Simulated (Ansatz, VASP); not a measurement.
**One calculation of AlN, two programs**

The input INCAR:

```
PREC = Accurate
ENCUT = 520
EDIFF = 1E-7
ISMEAR = 0
SIGMA = 0.05
LREAL = False
LASPH = True
NELM = 60
ALGO = Normal
ISIF = 2
LWAVE = False
LCHARG = False
GGA = PE
NBANDS = 16
```

The input KPOINTS:

```
Automatic mesh
0
Gamma
  9 9 6
```

Contents of POSCAR:

```
AlN
1.0
    3.3134793407      0.0000000000      0.0000000000
   -1.6567396703      2.8695572839      0.0000000000
    0.0000000000      0.0000000000      4.1875902417
Al N
2 2
Direct
    0.3369153591      0.6738307183      0.7729095315
    0.6702486925      0.3404973850      0.2729095315
    0.3264333143      0.6528666285      0.2058696077
    0.6597666476      0.3195332952      0.7058696077
```

Input for Ansatz:

```yaml
crystal:
  lattice:
    - [3.3134793407, 0.0, 0.0]
    - [-1.6567396703, 2.8695572839, 0.0]
    - [0.0, 0.0, 4.1875902417]
  atoms:
    - { symbol: Al, position: [0.3369153591, 0.6738307183, 0.7729095315] }
    - { symbol: Al, position: [0.6702486925, 0.340497385, 0.2729095315] }
    - { symbol: "N", position: [0.3264333143, 0.6528666285, 0.2058696077] }
    - { symbol: "N", position: [0.6597666476, 0.3195332952, 0.7058696077] }
basis:
  ecutwfc: 520.0
kpoints:
  mp_grid: { grid: [9, 9, 6] }
hamiltonian:
  xc: pbe
  pseudopotentials: { kind: paw, azcp: { folder: soft_1 } }
scf:
  occupations: { method: gaussian, width: 0.05 }
output:
  forces: true
  stress: true
  eigenvalues: true
```

Change from the starting cell: mode 4 frozen in at -0.185 Å and mode 10 at -0.040 Å (largest displacements).

Alike in both runs: task single point; functional PBE; k mesh 9 × 9 × 6; occupations gaussian, width 0.05 eV; no spin polarisation.

|  | VASP | Ansatz |
| --- | --- | --- |
| version | VASP 6.6.1 | Ansatz 0.2.0 |
| potentials or method | VASP PAW PBE potentials, release 64 (Al, N) | scalar-relativistic, plane waves, PAW |
| plane-wave cutoff (eV) | 520 | 520 |
| valence electrons in the cell | 16 | 16 |

```tsv
	VASP	Ansatz	Ansatz less VASP
gap on the k mesh at the Fermi level (eV)	3.58	3.57	-0.009
least direct gap on the mesh (eV)	3.58	3.57	-0.009
pressure (GPa)	7.8	7.9	+0.16
largest component of the traceless stress (GPa)	23.24	23.04	-0.199
rms of the force components (eV/Å)	0.965	0.962	-0.0029
```

Atom by atom the forces differ by 0.003 eV/Å (rms over components). With one functional, cell and mesh, what is left measures potentials, basis and numerics.

Caveats: forces of over 1 eV/Å show positions far from the minimum, so gaps and moduli don't describe the material at rest.
